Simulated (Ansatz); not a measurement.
**BaTiO3: how settings move the results**

Aim, for BaTiO3: see how the set of potentials moves the results.

Program: Ansatz 0.2.0. Level of theory: DFT PBE, scalar-relativistic, plane waves, PAW for the base; runs at other levels say so in their headings and inputs. These are calculated values, not measurements.

1 further run of the same task is left out (set aside as unsound or not needed).

## Step 1: The system as given

It takes space group Amm2 (No. 38, orthorhombic). The conventional cell has a = 3.984 Å, b = 5.674 Å, c = 5.692 Å, α = 90.00°, β = 90.00°, γ = 90.00°. Ba (site symmetry mm2) is surrounded by 12 O at 2.80 to 2.89 Å. Ti (site symmetry mm2) has 6 O at 1.95 to 2.07 Å as nearest neighbours. O (site symmetry mm2) has 2 Ti at 1.99 Å and 4 Ba at 2.80 to 2.89 Å as nearest neighbours. O (site symmetry m) is surrounded by 2 Ti at 1.95 to 2.07 Å and 4 Ba at 2.82 to 2.84 Å.

Coordinates:

```cif
data_structure
_symmetry_space_group_name_H-M 'P 1'
_symmetry_Int_Tables_number 1
_cell_length_a 3.9841
_cell_length_b 4.0184
_cell_length_c 4.0184
_cell_angle_alpha 89.824
_cell_angle_beta 90.000
_cell_angle_gamma 90.000
_cell_volume 64.33
loop_
_atom_site_label
_atom_site_type_symbol
_atom_site_fract_x
_atom_site_fract_y
_atom_site_fract_z
_atom_site_occupancy
Ba1 Ba 0.00000 0.00000 0.00000 1
Ti1 Ti 0.50000 0.50790 0.50790 1
O1 O 0.00000 0.49210 0.49210 1
O2 O 0.50000 0.50251 0.99371 1
O3 O 0.50000 0.99371 0.50251 1
```

Source of the structure: the Crystallography Open Database. It is taken as it stands there.

## Step 2: The base run, which the others are set against

Input file input.yaml:

```yaml
crystal:
  lattice:
    - [3.9841, 0.0, 0.0]
    - [0.0, 2.83705, 2.8458]
    - [0.0, -2.83705, 2.8458]
  atoms:
    - { symbol: Ba, position: [0.0, 0.0, 0.0] }
    - { symbol: Ti, position: [0.5, 0.5079, 0.5079] }
    - { symbol: O, position: [0.0, 0.4921, 0.4921] }
    - { symbol: O, position: [0.5, 0.50251, 0.99371] }
    - { symbol: O, position: [0.5, 0.99371, 0.50251] }
basis:
  ecutwfc: 420
kpoints:
  mp_grid: { grid: [8, 8, 8] }
hamiltonian:
  xc: pbe
scf:
  occupations: { method: gaussian, width: 0.02 }
output:
  forces: true
  stress: true
  eigenvalues: true
  populations: true
```

It was run beforehand and gave: -2031.9135 eV/atom at zero smearing, pressure 1.92 GPa, largest force 0.201 eV/Å, gap on the mesh 1.86 eV, in 6 SCF cycles and 24 s.

## Step 3: Set of potentials: PAW (harder set)

Input file input.yaml:

```yaml
crystal:
  lattice:
    - [3.9841, 0.0, 0.0]
    - [0.0, 2.83705, 2.8458]
    - [0.0, -2.83705, 2.8458]
  atoms:
    - { symbol: Ba, position: [0.0, 0.0, 0.0] }
    - { symbol: Ti, position: [0.5, 0.5079, 0.5079] }
    - { symbol: O, position: [0.0, 0.4921, 0.4921] }
    - { symbol: O, position: [0.5, 0.50251, 0.99371] }
    - { symbol: O, position: [0.5, 0.99371, 0.50251] }
basis: {}
kpoints:
  mp_grid: { grid: [8, 8, 8] }
hamiltonian:
  xc: pbe
  pseudopotentials: { kind: paw, source: ansatz }
scf:
  occupations: { method: gaussian, width: 0.02 }
output:
  forces: true
  stress: true
  eigenvalues: true
```

Launch:

```bash
> ansatz run input.yaml --threads 1 --pin off --max-ram 2560MiB --backend cpu --events-out ev --progress --plain --runs-dir out
```

## Step 4: Set of potentials: norm-conserving potentials

Changes to input.yaml since step 3:

```diff
@@ -16,3 +16,3 @@
   xc: pbe
-  pseudopotentials: { kind: paw, source: ansatz }
+  pseudopotentials: { kind: nc }
 scf:
```

(Steps that only read results are left out.)

Q: Predict the outcome of the series: the values and the trend.

As calculated:

```
                                 quantity                                                                              value
gap on the mesh (eV) by set of potentials  PAW (default set): 1.86; PAW (harder set): 1.85; norm-conserving potentials: 1.85
```

In words: The gap on the mesh stays at 1.86 eV. The sets of potentials differ by 0.1 GPa in pressure; their total energies have different zeros and cannot be compared.
